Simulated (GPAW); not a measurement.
# YN (Fm-3m) in GPAW: density of states with r2SCAN+D4

Aim: the density of states of YN with r2SCAN+D4.

All numbers are computed with GPAW 26.7.0; they aren't measurements. Logs are shortened: lines on timing, memory, paths and dates and some standing lists are left out, and cuts for length are marked. The log counts tension as positive stress, the text compression.

### 1 The structure

It takes space group Fm-3m (No. 225, cubic). The conventional cell has a = 4.877 Å, b = 4.877 Å, c = 4.877 Å, α = 90.00°, β = 90.00°, γ = 90.00°. Y (site symmetry m-3m) is surrounded by 6 N at 2.44 Å. N (site symmetry m-3m) is surrounded by 6 Y at 2.44 Å.

### 2 Density of states, r2SCAN+D4

run.py

```python
import numpy as np
from ase.calculators.mixing import SumCalculator
from ase.dft.bandgap import bandgap
from ase.io import read, write
from ase.units import Bohr, GPa
from dftd4.ase import DFTD4
from gpaw import GPAW, PW
from gpaw.elf import elf_from_dft_calculation

atoms = read('POSCAR')

calc = GPAW(mode=PW(800),
            xc='MGGA_X_R2SCAN+MGGA_C_R2SCAN',
            kpts={'size': (9, 9, 9), 'gamma': True},
            occupations={'name': 'methfessel-paxton', 'order': 0, 'width': 0.01},
            nbands=18,
            convergence={'density': 1e-05, 'energy': 1e-05},
            maxiter=150,
            txt='gpaw.txt')
atoms.calc = SumCalculator([calc, DFTD4(method='r2scan')])
energy = atoms.get_potential_energy()
forces = atoms.get_forces()
stress = atoms.get_stress()
calc.write('gs.gpw')
write('result.traj', atoms)
print(f'Energy: {energy:.6f} eV')
print('Forces (eV/A):')
print(forces.round(4))
print('Stress (GPa):', (stress / GPa).round(3))
print('Fermi level:', round(calc.get_fermi_level(), 4), 'eV')
print(f'Gap: {bandgap(calc)[0]:.4f} eV, direct: {bandgap(calc, direct=True)[0]:.4f} eV')

# fields on the real-space grid
write('density.cube', atoms, data=calc.get_pseudo_density() * Bohr**3)
write('potential.cube', atoms, data=calc.get_electrostatic_potential())
write('elf.cube', atoms, data=elf_from_dft_calculation(calc).data)

dense = calc.fixed_density(kpts={'size': (13, 13, 13), 'gamma': True}, update_fermi_level=True,
                           nbands=27, convergence={'bands': 'CBM+6.0', 'eigenstates': 1e-6}, txt='dos.txt')
ef = dense.get_fermi_level()
dos = dense.dos(shift_fermi_level=False)
energies = np.linspace(ef - 14, ef + 6, 401)
spins = [None]
columns = [energies] + [dos.raw_dos(energies, spin=s, width=0.1) for s in spins]
for symbol, l in [('N', 0), ('N', 1), ('Y', 0), ('Y', 1), ('Y', 2)]:
    for s in spins:
        columns.append(sum(dos.raw_pdos(energies, a=a.index, l=l, spin=s, width=0.1)
                           for a in atoms if a.symbol == symbol))
np.savetxt('dos.dat', np.array(columns).T, fmt='%.4f')
print('Fermi level on the dense mesh:', round(ef, 4), 'eV')
```

POSCAR

```
YN
1.0
    0.0000000000      2.4385000000      2.4385000000
    2.4385000000      0.0000000000      2.4385000000
    2.4385000000      2.4385000000      0.0000000000
Y N
1 1
Direct
    0.0000000000      0.0000000000      0.0000000000
    0.5000000000      0.5000000000      0.5000000000
```

Potentials or basis: GPAW PAW data sets (gpaw-data 1.2.1), pw.

Run with:

```bash
OMP_NUM_THREADS=1 python run.py
```

gpaw.txt:

```text
__  _  _
 | _ |_)|_||  |
 |__||  | ||/\| - 26.7.0

Input parameters:
  mode=PW(ecut=800.0),
  convergence={'density': 1e-05, 'energy': 1e-05},
  kpts=MonkhorstPack(size=(9, 9, 9), gamma=True),
  maxiter=150,
  nbands=18,
  occupations=Occupations(name='methfessel-paxton', order=0, width=0.01),
  xc=XC(name='MGGA_X_R2SCAN+MGGA_C_R2SCAN')

Diagonalizing LCAO Hamiltonian
Converting LCAO to pw mode

               N

       Y

Atoms  # Å, Bohr magnetons
|   | symbol |        x |        y |        z |    initial magnetic moments |
|---|--------|----------|----------|----------|-----------------------------|
| 0 |      Y | 0.000000 | 0.000000 | 0.000000 | ( 0.0000,  0.0000,  0.0000) |
| 1 |      N | 2.438500 | 2.438500 | 2.438500 | ( 0.0000,  0.0000,  0.0000) |

Unit cell  # Å
| periodic |        x |        y |        z |  lengths |    angles |
|----------|----------|----------|----------|----------|-----------|
|      yes | 0.000000 | 2.438500 | 2.438500 | 3.448560 | 60.000000 |
|      yes | 2.438500 | 0.000000 | 2.438500 | 3.448560 | 60.000000 |
|      yes | 2.438500 | 2.438500 | 0.000000 | 3.448560 | 60.000000 |

Number of symmetries: 48
Symmetry operations  # r_c * U_cc + t_c -> r_c
|    | kind |            matrix            |
|----|------|------------------------------|
|  0 |  σ   |  1, 0, 0,  1, 0,-1,  1,-1, 0 |
|  1 |  C2  |  1, 0, 0,  1,-1, 0,  1, 0,-1 |
|  2 |  E   |  1, 0, 0,  0, 1, 0,  0, 0, 1 |
|  3 |  σ   |  1, 0, 0,  0, 0, 1,  0, 1, 0 |
|  4 |  C4  |  1, 0,-1,  1, 0, 0,  1,-1, 0 |
|  5 |  S6  |  1, 0,-1,  1,-1, 0,  1, 0, 0 |
|  6 |  σ   |  1, 0,-1,  0, 1,-1,  0, 0,-1 |
|  7 |  C3  |  1, 0,-1,  0, 0,-1,  0, 1,-1 |
|  8 |  S6  |  1,-1, 0,  1, 0, 0,  1, 0,-1 |
|  9 |  C4  |  1,-1, 0,  1, 0,-1,  1, 0, 0 |
| 10 |  C3  |  1,-1, 0,  0,-1, 1,  0,-1, 0 |
| 11 |  σ   |  1,-1, 0,  0,-1, 0,  0,-1, 1 |
| 12 |  σ   |  0, 1, 0,  1, 0, 0,  0, 0, 1 |
| 13 |  C4  |  0, 1, 0,  0, 1,-1, -1, 1, 0 |
| 14 |  C3  |  0, 1, 0,  0, 0, 1,  1, 0, 0 |
| 15 |  S6  |  0, 1, 0, -1, 1, 0,  0, 1,-1 |
| 16 |  C2  |  0, 1,-1,  1, 0,-1,  0, 0,-1 |
| 17 |  σ   |  0, 1,-1,  0, 1, 0, -1, 1, 0 |
| 18 |  S4  |  0, 1,-1,  0, 0,-1,  1, 0,-1 |
| 19 |  C4  |  0, 1,-1, -1, 1, 0,  0, 1, 0 |
| 20 |  C3  |  0, 0, 1,  1, 0, 0,  0, 1, 0 |
| 21 |  σ   |  0, 0, 1,  0, 1, 0,  1, 0, 0 |
| 22 |  S6  |  0, 0, 1,  0,-1, 1, -1, 0, 1 |
| 23 |  C4  |  0, 0, 1, -1, 0, 1,  0,-1, 1 |
| 24 |  S4  |  0, 0,-1,  1, 0,-1,  0, 1,-1 |
| 25 |  C3  |  0, 0,-1,  0, 1,-1,  1, 0,-1 |
| 26 |  C2  |  0, 0,-1,  0,-1, 0, -1, 0, 0 |
| 27 |  S6  |  0, 0,-1, -1, 0, 0,  0,-1, 0 |
| 28 |  S4  |  0,-1, 1,  1,-1, 0,  0,-1, 0 |
| 29 |  C4  |  0,-1, 1,  0, 0, 1, -1, 0, 1 |
| 30 |  C2  |  0,-1, 1,  0,-1, 0,  1,-1, 0 |
| 31 |  σ   |  0,-1, 1, -1, 0, 1,  0, 0, 1 |
| 32 |  C3  |  0,-1, 0,  1,-1, 0,  0,-1, 1 |
| 33 |  S6  |  0,-1, 0,  0, 0,-1, -1, 0, 0 |
| 34 |  S4  |  0,-1, 0,  0,-1, 1,  1,-1, 0 |
| 35 |  C2  |  0,-1, 0, -1, 0, 0,  0, 0,-1 |
| 36 |  C2  | -1, 1, 0,  0, 1, 0,  0, 1,-1 |
| 37 |  S6  | -1, 1, 0,  0, 1,-1,  0, 1, 0 |
| 38 |  S4  | -1, 1, 0, -1, 0, 1, -1, 0, 0 |
| 39 |  C3  | -1, 1, 0, -1, 0, 0, -1, 0, 1 |
| 40 |  S6  | -1, 0, 1,  0, 0, 1,  0,-1, 1 |
| 41 |  C2  | -1, 0, 1,  0,-1, 1,  0, 0, 1 |
| 42 |  C3  | -1, 0, 1, -1, 1, 0, -1, 0, 0 |
| 43 |  S4  | -1, 0, 1, -1, 0, 0, -1, 1, 0 |
| 44 |  C2  | -1, 0, 0,  0, 0,-1,  0,-1, 0 |
| 45 |  i   | -1, 0, 0,  0,-1, 0,  0, 0,-1 |
| 46 |  σ   | -1, 0, 0, -1, 1, 0, -1, 0, 1 |
| 47 |  C2  | -1, 0, 0, -1, 0, 1, -1, 1, 0 |

BZ-sampling:
  Number of BZ points: 729
  Number of IBZ points: 35

  Monkhorst-Pack size: [9, 9, 9]
  Monkhorst-Pack shift: [0, 0, 0]

K-points  # in reciprocal-cell coordinates
|     |                                coordinates |     weight |
|-----|--------------------------------------------|------------|
|   0 | (  0.00000000,   0.00000000,   0.00000000) | 0.00137174 |
|   1 | (  0.11111111,   0.11111111,   0.00000000) | 0.00823045 |
|   2 | (  0.11111111,   0.11111111,   0.11111111) | 0.01097394 |
|   3 | (  0.22222222,   0.11111111,   0.11111111) | 0.01646091 |
|   4 | (  0.22222222,   0.22222222,   0.00000000) | 0.00823045 |
|   5 | (  0.22222222,   0.22222222,   0.11111111) | 0.03292181 |
|   6 | (  0.22222222,   0.22222222,   0.22222222) | 0.01097394 |
|   7 | (  0.33333333,   0.22222222,   0.11111111) | 0.03292181 |
|   8 | (  0.33333333,   0.22222222,   0.22222222) | 0.03292181 |
|   9 | (  0.33333333,   0.33333333,  -0.33333333) | 0.01646091 |
| ... |                                            |            |
|  34 | (  0.44444444,   0.44444444,   0.44444444) | 0.01097394 |

Plane wave coefficients: 1504
Cutoff: 800.0 eV

Spin-components: 1 (collinear spins)
Bands:           18
Projectors:      11
Spin-degeneracy: 2
Datatype:        complex128

Parallelization:
  kpt:    1
  domain: 1
  band:   1

Density:
  Valence electrons: 16.0
  Components: 1
  Grid points: [24 24 24]
  Charge: 0.0  # |e|

Potential:
  Grid points: [24 24 24]

species:
  Y:
    name:    Yttrium
    Z:       39.0
    valence: 11
    core:    28
    charge:  0.0  # [|e|]
    compensation charges:
      type: gauss
      rc: 0.40  # [Å]
      lmax: 2
    cutoffs:
      filter: 2.39  # [Å]
      core: 1.70  # [Å]
    projectors
    | kind |    occ | energy [eV] | rcut [Å] |
    |------|--------|-------------|----------|
    |   4s |  2.000 |     -47.973 |    1.328 |
    |   5s |  2.000 |      -4.101 |    1.328 |
    |   4p |  6.000 |     -27.921 |    1.318 |
    |   5p |  0.000 |      -1.441 |    1.318 |
    |   4d |  1.000 |      -2.517 |    1.286 |
    |    d |        |      24.695 |    1.286 |

    Using partial waves for Y as LCAO basis

  N:
    name:    Nitrogen
    Z:       7.0
    valence: 5
    core:    2
    charge:  0.0  # [|e|]
    compensation charges:
      type: gauss
      rc: 0.18  # [Å]
      lmax: 2
    cutoffs:
      filter: 1.11  # [Å]
      core: 0.96  # [Å]
    projectors
    | kind |    occ | energy [eV] | rcut [Å] |
    |------|--------|-------------|----------|
    |   2s |  2.000 |     -18.583 |    0.603 |
    |   2p |  3.000 |      -7.089 |    0.529 |
    |    s |        |       8.629 |    0.603 |
    |    p |        |      20.123 |    0.529 |
    |    d |        |       0.000 |    0.577 |

    Using partial waves for N as LCAO basis

Reference energy: -93573.105437  # eV

eigensolver:
  PPCG
  Converge bands: occupied
  niter=2

density mixing:
  MSR1-Mixer
  Pratt-step length: 0.05
  Maximum mixing coefficient: 0.75
  Old densities: 10
  SVD Regularization: 0.005
  Good broyden scale: 1.0
  Trust region scale: 1.0
  Backstep threshold: 4.0
  History deletion threshold: 6.0
  Fourier metric: weight=20.0, sigma=0.015

occupation numbers:
  Methfessel-Paxton:
    width: 0.0100  # eV
    order: 0

poisson solver:
  ecut: 6400.0  # eV

xc functional:
  name: MGGA_X_R2SCAN+MGGA_C_R2SCAN with 2 nearest neighbor stencil

convergence criteria:
- Maximum integral of absolute [dens]ity change: 1e-05 electrons / valence electron
- Maximum [total energy] change in last 3 cyles: 1e-05 eV / valence electron
- Maximum integral of absolute [eigenst]ate change: 4e-08 eV^2 / valence electron
maximum number of iterations: 150

SCF iterations
|iter     | |      energy | eigst |  dens |
|---------|-|-------------|-------|-------|
|iter:   1| |  -36.094703 | -0.18 |       |
|iter:   2| |  -30.283544 | -1.39 | -0.82 |
|iter:   3| |  -29.837067 | -0.75 | -0.85 |
|iter:   4| |  -29.049369 | -1.33 | -1.04 |
|iter:   5| |  -29.042980 | -2.44 | -1.62 |
|iter:   6| |  -29.032414 | -3.09 | -1.88 |
|iter:   7| |  -29.032280 | -4.54 | -2.68 |
|iter:   8| |  -29.032282c| -6.49 | -3.74 |
|iter:   9| |  -29.032282c| -7.56c| -4.10 |
|iter:  10| |  -29.032282c| -8.00c| -4.94 |
|iter:  11| |  -29.032282c| -8.50c| -5.72c|

Converged in 11 steps
Energy contributions relative to reference atoms: (reference = -93573.105437)

Energy contributions:
  Kinetic:          12.281997
  Coulomb:         -12.011442
  Zero:             -0.314211
  External:          0.000000
  Xc:              -28.988627
  Entropy:          -0.000000
  Spinorbit:         0.000000
  ----------------------------
  Free energy:     -29.032282
  Extrapolated:    -29.032282

dipole moment: (-18.183403, -18.183403, -18.183403)  # |e|*Ang

Fermi level: 8.911
Eigenvalues  # (at kpt = [0.000, 0.000, 0.000])
| band index |      eig [eV] | occ [0-2] |
|------------|---------------|-----------|
|          0 |       -33.810 |     2.000 |
|          1 |       -12.801 |     2.000 |
|          2 |       -12.801 |     2.000 |
|          3 |       -12.801 |     2.000 |
|          4 |        -5.283 |     2.000 |
|          5 |         8.383 |     2.000 |
|          6 |         8.383 |     2.000 |
|          7 |         8.383 |     2.000 |
|          8 |        11.961 |     0.000 |
|          9 |        11.961 |     0.000 |
|         10 |        11.961 |     0.000 |
|         11 |        13.340 |     0.000 |
|         12 |        13.979 |     0.000 |
|         13 |        13.979 |     0.000 |
|         14 |        20.127 |     0.000 |
|         15 |        32.588 |     0.000 |
|        ... |               |           |
|         17 |        32.588 |     0.000 |

Gap: 0.637 eV
Transition (v -> c):
  (s=0, k=0, n=7, [0.00, 0.00, 0.00]) -> (s=0, k=30, n=8, [0.44, 0.44, 0.00])
Direct/indirect transitions are different
Direct gap: 1.048 eV
Transition at: (s=0, k=30, n=7, [0.44, 0.44, 0.00])

Forces  # eV/Ang
|        x |        y |        z |
|----------|----------|----------|
| -0.00000 | -0.00000 | -0.00000 |  # Y    0
| -0.00000 |  0.00000 |  0.00000 |  # N    1

Stress tensor  # eV/Ang^3
|         x |         y |         z |
|-----------|-----------|-----------|
| -0.007535 | -0.000000 | -0.000000 |
| -0.000000 | -0.007535 | -0.000000 |
| -0.000000 | -0.000000 | -0.007535 |

# Writing to gs.gpw (mode='')
```

Wall time 2.5 min (1 thread of Arm Neoverse V1, shared host); peak memory 0.38 GiB.

Results:

```yaml
Free_energy: -29.2515 eV
Pressure: -0.1 GPa
Band_gap_on_the_k_mesh: 0.64 eV, indirect (least direct gap 1.05 eV)
Dispersion_energy_per_atom: -0.110 eV
```

Levels at points of the mesh, in eV from the valence-band top:
| k point | band 5 | band 6 | band 7 | band 8 | band 9 | band 10 | band 11 | band 12 |
| --- | --- | --- | --- | --- | --- | --- | --- | --- |
| (0.00, 0.00, 0.00) | -13.67 | 0.00 | 0.00 | 0.00 | 3.58 | 3.58 | 3.58 | 4.96 |

States per cell in windows of 1 eV (zero at the valence-band top; states under -8 eV left out):
```csv
from (eV),total
-8.0,0.00
-7.0,0.00
-6.0,0.00
-5.0,0.01
-4.0,0.68
-3.0,1.60
-2.0,2.93
-1.0,0.78
0.0,0.03
1.0,0.21
2.0,0.39
3.0,0.64
4.0,0.82
5.0,1.10
```

Caveat: the PAW data sets were made with another functional, which shifts forces and pressure a little; an odd mesh through Γ misses points on the zone boundary, where band edges often lie.
